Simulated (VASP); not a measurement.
# Li16H (a cell with a defect) in VASP: notebook, part 2 of 2

VASP 6.6.1. The steps go on from the part before.

**3. Single point, r2SCAN**

Contents of POSCAR:

```
Li16H
1.0
    6.9800000000      0.0000000000      0.0000000000
    0.0000000000      6.9800000000      0.0000000000
    0.0000000000      0.0000000000      6.9800000000
Li H
16 1
Direct
   -0.0073495702      0.0427793696      0.0218911175
    0.5313896848     -0.0343982808     -0.0122063037
   -0.0022922636      0.4721060172     -0.0197564470
    0.0060744986     -0.0159742120      0.4946418338
    0.2538681948      0.2564899713      0.2435386819
    0.4816618911      0.4686676218     -0.0138538682
    0.4915472779      0.0108452722      0.4868624642
    0.7536532951      0.2494412607      0.2303438395
    0.0071633238      0.4979942693      0.4990687679
    0.2301862464      0.7729512894      0.2619197708
    0.2558166189      0.2289398281      0.7770343840
    0.4930372493      0.4968624642      0.5288395415
    0.7615902579      0.7555300860      0.2320630372
    0.7361604585      0.2388968481      0.7472636103
    0.2422636103      0.7770916905      0.7740830946
    0.7685386819      0.7784670487      0.7583381089
    0.0029942693      0.1447421203      0.7449713467
```

Contents of INCAR.step1:

```
SYSTEM = Li16H
ALGO     = Normal         ! electronic algorithm
EDIFF    = 1E-4           ! SCF threshold, eV
ENCUT    = 520            ! plane-wave cutoff, eV
GGA      = PE             ! functional
ISMEAR   = -1             ! smearing method
LASPH    = .TRUE.         ! aspherical terms in the spheres
LCHARG   = .FALSE.        ! write CHGCAR
LREAL    = Auto         
LWAVE    = .TRUE.         ! write WAVECAR
NBANDS   = 38             ! bands
NELM     = 80             ! most SCF steps
PREC     = Accurate       ! precision mode
SIGMA    = 0.05           ! smearing width, eV
```

Contents of INCAR.step2:

```
SYSTEM = Li16H
ALGO     = Normal         ! electronic algorithm
EDIFF    = 1E-7           ! SCF threshold, eV
ENCUT    = 520            ! plane-wave cutoff, eV
ISIF     = 2              ! what is computed and relaxed
ISMEAR   = -1             ! smearing method
ISTART   = 1            
LASPH    = .TRUE.         ! aspherical terms in the spheres
LCHARG   = .FALSE.        ! write CHGCAR
LMIXTAU  = .TRUE.       
LREAL    = Auto         
LWAVE    = .FALSE.        ! write WAVECAR
METAGGA  = R2SCAN         ! meta-GGA
NBANDS   = 38             ! bands
NELM     = 80             ! most SCF steps
PREC     = Accurate       ! precision mode
SIGMA    = 0.05           ! smearing width, eV
```

Contents of KPOINTS:

```
k-points
0
G
  2 2 2
  0 0 0
```

Potentials or basis: VASP PAW PBE potentials, release 64 (Li_sv, H).

On the command line:

```console
> cat potpaw_PBE.64/Li_sv/POTCAR potpaw_PBE.64/H/POTCAR > POTCAR
> cp INCAR.step1 INCAR
> mpirun -np 1 vasp_std > vasp.out
> cp INCAR.step2 INCAR
> mpirun -np 1 vasp_std > vasp.out
```

Run time: 11 min. Hardware: 1 thread of AMD EPYC 9R45 (Zen 5), shared host; peak memory 0.4 GiB.

The run converged. Its results:

```
Free energy            : -41.2453 eV
Largest force          : 0.661 eV/Å
Band gap on the k mesh : none (metal or under the smearing width)
```

Forces on the atoms (eV/Å):
```
Li   0.156 -0.099 -0.437
Li  -0.343  0.350  0.224
Li  -0.013  0.281 -0.055
Li  -0.147  0.554  0.329
Li   0.084 -0.110  0.080
Li   0.175  0.243  0.124
Li   0.100 -0.036  0.012
Li  -0.206  0.047  0.256
Li   0.001 -0.152  0.134
Li   0.156 -0.236 -0.336
Li  -0.204 -0.253 -0.309
Li   0.009  0.240 -0.106
Li   0.005 -0.202  0.094
Li   0.316 -0.175 -0.072
Li  -0.047 -0.124  0.022
Li   0.086 -0.246 -0.068
H   -0.128 -0.083  0.107
```

Levels at points of the mesh, in eV from the Fermi level:
| k point | band 21 | band 22 | band 23 | band 24 | band 25 | band 26 | band 27 | band 28 |
| --- | --- | --- | --- | --- | --- | --- | --- | --- |
| (0.00, 0.00, 0.00) | -1.14 | -1.14 | -1.05 | -0.21 | 0.35 | 0.37 | 0.39 | 0.40 |
| (0.50, 0.00, 0.00) | -0.61 | -0.60 | -0.58 | -0.53 | -0.49 | -0.45 | 0.80 | 1.13 |
| (0.00, 0.50, 0.00) | -0.66 | -0.62 | -0.56 | -0.54 | -0.48 | -0.42 | 0.54 | 1.08 |
| (0.00, 0.00, 0.50) | -0.61 | -0.60 | -0.55 | -0.53 | -0.52 | -0.49 | 0.67 | 1.14 |
| (0.50, 0.50, 0.00) | -1.41 | -0.10 | -0.04 | 0.01 | 0.07 | 0.13 | 0.17 | 0.28 |
| (0.00, 0.50, 0.50) | -1.45 | -0.12 | 0.00 | 0.03 | 0.08 | 0.11 | 0.16 | 0.25 |
| (0.50, 0.00, 0.50) | -1.26 | -0.14 | -0.07 | 0.00 | 0.06 | 0.12 | 0.23 | 0.26 |
| (0.50, 0.50, 0.50) | -1.80 | -1.79 | -1.75 | -1.65 | 0.67 | 2.28 | 2.39 | 2.53 |

Caveat: the k mesh is coarse (spacing up to 0.45 Å⁻¹), so the values aren't converged; the PAW data sets were made with another functional, which shifts forces and pressure a little.

**4. Single point, r2SCAN**

Contents of POSCAR:

```
Li16H
1.0
    6.9800000000      0.0000000000      0.0000000000
    0.0000000000      6.9800000000      0.0000000000
    0.0000000000      0.0000000000      6.9800000000
Li H
16 1
Direct
   -0.0097277937      0.0555873926      0.0336246418
    0.5427507163     -0.0463323782     -0.0161604585
   -0.0034957020      0.4623352436     -0.0258166189
    0.0079942693     -0.0254441261      0.4880229226
    0.2560315186      0.2573925501      0.2405444126
    0.4746991404      0.4584097421     -0.0171776504
    0.4881518625      0.0172206304      0.4810601719
    0.7539255014      0.2477077364      0.2227077364
    0.0101862464      0.4953295129      0.4975501433
    0.2248137536      0.7798997135      0.2649856734
    0.2627220630      0.2238968481      0.7871060172
    0.4900859599      0.4985959885      0.5375071633
    0.7636389685      0.7549856734      0.2248137536
    0.7263323782      0.2386819484      0.7458309456
    0.2410601719      0.7879226361      0.7842120344
    0.7748280802      0.7898567335      0.7611461318
   -0.0018051576      0.1491833811      0.7458309456
```

Contents of INCAR.step1:

```
SYSTEM = Li16H
PREC = Accurate
ENCUT = 520
ISMEAR = -1
SIGMA = 0.05
LREAL = Auto
LASPH = .TRUE.
NELM = 60
NBANDS = 38
GGA = PE
ALGO = Normal
EDIFF = 1E-4
LWAVE = .TRUE.
LCHARG = .FALSE.
```

Contents of INCAR.step2:

```
SYSTEM = Li16H
PREC = Accurate
ENCUT = 520
EDIFF = 1E-7
ISMEAR = -1
SIGMA = 0.05
LREAL = Auto
LASPH = .TRUE.
NELM = 60
ALGO = Normal
ISIF = 2
LWAVE = .FALSE.
LCHARG = .TRUE.
METAGGA = R2SCAN
LMIXTAU = .TRUE.
LELF = .TRUE.
LVHAR = .TRUE.
NBANDS = 38
ISTART = 1
```

Contents of KPOINTS:

```
Automatic mesh
0
G
  2 2 2
  0 0 0
```

On the command line:

```console
> cat potpaw_PBE.64/Li_sv/POTCAR potpaw_PBE.64/H/POTCAR > POTCAR
> cp INCAR.step1 INCAR
> mpirun -np 1 vasp_std > vasp.out
> cp INCAR.step2 INCAR
> mpirun -np 1 vasp_std > vasp.out
```

It took 11 min on 1 thread of AMD EPYC 9R45 (Zen 5), shared host; peak memory 0.41 GiB.

Results (log left out):

- Free energy: -40.8354 eV
- Largest force: 0.882 eV/Å
- Band gap on the k mesh: none (metal or under the smearing width)

Forces in eV/Å, atoms in the order of the input:
```
Li   0.196 -0.284 -0.620
Li  -0.548  0.434  0.375
Li  -0.030  0.374 -0.086
Li  -0.249  0.752  0.388
Li   0.094 -0.100  0.155
Li   0.302  0.436  0.244
Li   0.135 -0.105  0.005
Li  -0.337  0.091  0.446
Li  -0.004 -0.198  0.122
Li   0.311 -0.315 -0.517
Li  -0.288 -0.298 -0.424
Li  -0.026  0.269 -0.157
Li  -0.009 -0.293  0.146
Li   0.416 -0.206 -0.054
Li  -0.075 -0.190  0.006
Li   0.159 -0.305 -0.174
H   -0.047 -0.061  0.145
```

Levels at points of the mesh, in eV from the Fermi level:
| k point | band 21 | band 22 | band 23 | band 24 | band 25 | band 26 | band 27 | band 28 |
| --- | --- | --- | --- | --- | --- | --- | --- | --- |
| (0.00, 0.00, 0.00) | -1.14 | -1.13 | -1.00 | -0.16 | 0.37 | 0.38 | 0.41 | 0.44 |
| (0.50, 0.00, 0.00) | -0.61 | -0.60 | -0.56 | -0.51 | -0.47 | -0.40 | 0.86 | 1.16 |
| (0.00, 0.50, 0.00) | -0.70 | -0.62 | -0.54 | -0.52 | -0.43 | -0.35 | 0.57 | 1.06 |
| (0.00, 0.00, 0.50) | -0.63 | -0.59 | -0.54 | -0.50 | -0.48 | -0.46 | 0.72 | 1.15 |
| (0.50, 0.50, 0.00) | -1.40 | -0.14 | -0.06 | 0.01 | 0.09 | 0.17 | 0.22 | 0.37 |
| (0.00, 0.50, 0.50) | -1.44 | -0.19 | 0.00 | 0.02 | 0.10 | 0.15 | 0.21 | 0.34 |
| (0.50, 0.00, 0.50) | -1.21 | -0.19 | -0.11 | 0.00 | 0.07 | 0.19 | 0.29 | 0.36 |
| (0.50, 0.50, 0.50) | -1.78 | -1.76 | -1.72 | -1.58 | 0.76 | 2.14 | 2.27 | 2.45 |

Caveat: the k mesh is coarse (spacing up to 0.45 Å⁻¹), so the values aren't converged; the PAW data sets were made with another functional, which shifts forces and pressure a little.

**5. Single point, r2SCAN**

Contents of POSCAR:

```
Li16H
1.0
    6.9800000000      0.0000000000      0.0000000000
    0.0000000000      6.9800000000      0.0000000000
    0.0000000000      0.0000000000      6.9800000000
Li H
16 1
Direct
   -0.0000736872      0.0116615711     -0.0110292261
    0.5005909480     -0.0025375941     -0.0000618895
    0.0002505478      0.4983832711     -0.0063673349
   -0.0000146090      0.0131330761      0.5142466788
    0.2498099808      0.2531686742      0.2515110918
    0.5001091883      0.4961620851     -0.0045530568
    0.5006143582     -0.0046867192      0.5005789136
    0.7503899401      0.2540217725      0.2515416889
    0.0002009764      0.5022053594      0.5043730151
    0.2446589990      0.7538787533      0.2502206937
    0.2380404215      0.2379577330      0.7499196747
    0.5000540781      0.4956932394      0.5074653855
    0.7564878867      0.7540531141      0.2501729522
    0.7632963767      0.2373406051      0.7499543006
    0.2441856535      0.7502776498      0.7505828949
    0.7550264335      0.7487580930      0.7505202575
    0.0006898078      0.1255746161      0.7519210601
```

Contents of INCAR.step1:

```
PREC     = Accurate       # precision mode
ENCUT    = 520            # plane-wave cutoff, eV
ISMEAR   = -1             # smearing method
SIGMA    = 0.05           # smearing width, eV
LREAL    = Auto         
LASPH    = T              # aspherical terms in the spheres
NELM     = 100            # most SCF steps
NBANDS   = 38             # bands
GGA      = PE             # functional
ALGO     = Normal         # electronic algorithm
EDIFF    = 1E-4           # SCF threshold, eV
LWAVE    = T              # write WAVECAR
LCHARG   = F              # write CHGCAR
```

Contents of INCAR.step2:

```
PREC     = Accurate       # precision mode
ENCUT    = 520            # plane-wave cutoff, eV
EDIFF    = 1E-6           # SCF threshold, eV
ISMEAR   = -1             # smearing method
SIGMA    = 0.05           # smearing width, eV
LREAL    = Auto         
LASPH    = T              # aspherical terms in the spheres
NELM     = 100            # most SCF steps
ALGO     = Normal         # electronic algorithm
ISIF     = 2              # what is computed and relaxed
LWAVE    = F              # write WAVECAR
LCHARG   = F              # write CHGCAR
METAGGA  = R2SCAN         # meta-GGA
LMIXTAU  = T            
NBANDS   = 38             # bands
ISTART   = 1
```

Contents of KPOINTS:

```
regular mesh
0
Gamma
  2 2 2
```

On the command line:

```console
> cat potpaw_PBE.64/Li_sv/POTCAR potpaw_PBE.64/H/POTCAR > POTCAR
> cp INCAR.step1 INCAR
> mpirun -np 1 vasp_std > vasp.out
> cp INCAR.step2 INCAR
> mpirun -np 1 vasp_std > vasp.out
```

Wall time 20 min (1 thread of Intel Xeon Platinum 8375C at 2.90GHz (Ice Lake), shared host); peak memory 0.43 GiB.

Results (log left out):

| Property | Result |
| --- | --- |
| Free energy | -41.6977 eV |
| Largest force | 0.058 eV/Å |
| Band gap on the k mesh | none (metal or under the smearing width) |

Forces on the atoms (eV/Å):
```
Li  -0.003  0.002 -0.007
Li   0.008  0.047 -0.033
Li   0.010 -0.016 -0.001
Li  -0.003 -0.011 -0.014
Li  -0.040 -0.004  0.020
Li  -0.005 -0.045 -0.021
Li  -0.008  0.013  0.016
Li   0.028 -0.007  0.023
Li  -0.004  0.052  0.019
Li  -0.004  0.028 -0.010
Li  -0.014 -0.012 -0.003
Li  -0.005 -0.003  0.001
Li  -0.012  0.008 -0.005
Li   0.036 -0.035 -0.001
Li  -0.004 -0.003  0.010
Li   0.018 -0.010  0.007
H    0.001 -0.005 -0.002
```

Levels at points of the mesh, in eV from the Fermi level:
```
           k point  band 22  band 23  band 24  band 25  band 26  band 27
(0.00, 0.00, 0.00)    -1.16    -1.08    -0.33     0.33     0.33     0.34
(0.50, 0.00, 0.00)    -0.63    -0.57    -0.55    -0.55    -0.51     0.63
(0.00, 0.50, 0.00)    -0.61    -0.58    -0.57    -0.57    -0.53     0.45
(0.00, 0.00, 0.50)    -0.63    -0.57    -0.55    -0.55    -0.51     0.63
(0.50, 0.50, 0.00)    -0.04     0.01     0.03     0.03     0.06     0.08
(0.00, 0.50, 0.50)    -0.03     0.01     0.03     0.03     0.06     0.09
(0.50, 0.00, 0.50)    -0.13     0.04     0.05     0.05     0.06     0.06
(0.50, 0.50, 0.50)    -1.79    -1.77    -1.77     0.42     2.53     2.68
```

Caveat: the k mesh is coarse (spacing up to 0.45 Å⁻¹), so the values aren't converged; the PAW data sets were made with another functional, which shifts forces and pressure a little.
